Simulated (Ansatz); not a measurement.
Tl:

```xyz
3
Lattice="1.7811 1.0283 8.2404 -1.7811 1.0283 8.2404 0.0000 -2.0566 8.2404" Properties=species:S:1:pos:R:3 pbc="T T T"
Tl    0.0000    0.0000   19.2593
Tl    0.0000    0.0000    5.4619
Tl    0.0000    0.0000    0.0000
```

This isn't the form of Tl at room conditions, which is hcp.

- Program: Ansatz 0.2.0
- Task: single point
- Functional: PBE
- Potentials or basis: Ansatz PAW
- Cutoff: 420 eV (not typed: the program's choice for these potentials)
- k mesh: 9 × 9 × 9
- Occupations: fermi-dirac, width 0.05 eV
- Spin: no spin polarisation

On this cell: pressure 1.2 GPa; largest force 0.024 eV/Å; band gap on the k mesh none (metal or under the smearing width).

The same run follows on a disturbed copy (atoms moved at random, drawn with an rms of 0.05 Å):

```
CELL_PARAMETERS angstrom
1.78105 1.02829 8.24042
-1.78105 1.02829 8.24042
0.00000 -2.05658 8.24042
ATOMIC_POSITIONS crystal
Tl 0.77508 0.78566 0.77995
Tl 0.21235 0.22294 0.22711
Tl 0.01096 0.00074 0.98852
```

**Question.** What changes?

**Answer.** The energy (extrapolated to zero smearing) moves by +0.8 meV/atom; pressure 1.3 GPa; largest force 0.105 eV/Å; band gap on the k mesh none (metal or under the smearing width).

Forces in eV/Å, atoms in the order of the input:
```
Tl   0.005  0.000 -0.105
Tl   0.005  0.013  0.082
Tl  -0.010 -0.013  0.023
```

Stress tensor (GPa, compression positive):
```
1.07 0.00 0.00
0.00 1.16 0.01
0.00 0.01 1.59
```
